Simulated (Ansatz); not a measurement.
Hf:

```
Hf
1.0
     0.00000    2.22000    2.22000
     2.22000    0.00000    2.22000
     2.22000    2.22000    0.00000
Hf
1
Cartesian
  0.0000 0.0000 0.0000
```

This isn't the form of Hf at room conditions, which is hcp.

Base run:

- Program: Ansatz 0.2.0
- Functional: RPBE
- Potentials or basis: Ansatz PAW
- Cutoff: 420 eV (not typed: the program's choice for these potentials)
- k mesh: 10 × 10 × 10
- Occupations: fermi-dirac, width 0.05 eV
- Spin: no spin polarisation

Its results: band gap on the k mesh none (metal or under the smearing width); pressure 6.1 GPa.

The run is repeated on the same cell with these changes: functional from RPBE to PBE. What comes out?

Band gap on the k mesh none (metal or under the smearing width); pressure 3.1 GPa.

PBE binds more tightly than RPBE, so the same cell stands under less pressure.

Caveats: spin-orbit coupling is left out, which moves the levels of the heavy elements; the PAW data sets come from PBE, with cores solved anew for the run's functional, which leaves a small shift of forces and pressure (some runs).
